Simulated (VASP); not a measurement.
## VO2: single point with LDA

The system is VO2.

```
CELL_PARAMETERS angstrom
4.53000 0.00000 0.00000
0.00000 4.53000 0.00000
0.00000 0.00000 2.86900
ATOMIC_POSITIONS crystal
V 0.00000 0.00000 0.00000
V 0.50000 0.50000 0.50000
O 0.30500 0.30500 0.00000
O 0.19500 0.80500 0.50000
O 0.69500 0.69500 0.00000
O 0.80500 0.19500 0.50000
```

```
Program                : VASP 6.6.1
Task                   : single point
Functional             : LDA
Potentials or basis    : VASP PAW LDA potentials, release 64 (V_sv, O)
Cutoff                 : 520 eV
k mesh                 : 8 × 8 × 12
Occupations            : gaussian, width 0.02 eV
Spin                   : no spin polarisation
Dipole correction      : no
Further INCAR settings : ALGO = Normal; EDIFF = 1e-07; NBANDS = 34
```

```yaml
Pressure: -11.5 GPa
Largest_force: 0.448 eV/Å
Band_gap_on_the_k_mesh: none (metal or under the smearing width)
```

Forces on the atoms (eV/Å):
```
V    0.000  0.000  0.000
V    0.000  0.000  0.000
O   -0.317 -0.317  0.000
O    0.317 -0.317  0.000
O    0.317  0.317  0.000
O   -0.317  0.317  0.000
```

Stress tensor (GPa, compression positive):
```
 -7.90   0.00   0.00
  0.00  -7.90   0.00
  0.00   0.00 -18.79
```

Levels at points of the mesh, in eV from the Fermi level:
```
           k point  band 23  band 24  band 25  band 26  band 27  band 28
(0.00, 0.00, 0.00)    -2.21    -1.82    -0.59    -0.39    -0.08    -0.08
(0.50, 0.00, 0.00)    -2.56    -2.56     0.11     0.11     0.46     0.46
(0.50, 0.50, 0.00)    -2.94    -2.94    -0.57    -0.57    -0.06    -0.06
(0.00, 0.00, 0.50)    -3.42    -3.42     0.61     0.61     0.63     0.63
(0.50, 0.00, 0.50)    -2.85    -2.85    -0.54    -0.54     0.63     0.63
(0.50, 0.50, 0.50)    -2.56    -2.56     0.24     0.24     0.66     0.66
```

Wall time 4.6 min on 1 thread of Intel(R) Xeon(R) Platinum 8175M CPU @ 2.50GHz (Skylake/Cascade Lake), on a shared host, peak memory 0.27 GiB.

Caveat: the run has no spin polarisation, though such a crystal can be magnetic; semilocal functionals often make such compounds metallic where correlation or magnetic order opens a gap, which also shifts bond lengths. With open d or f shells a metallic result of LDA can be an artefact of self-interaction; +U or a hybrid may open a gap.
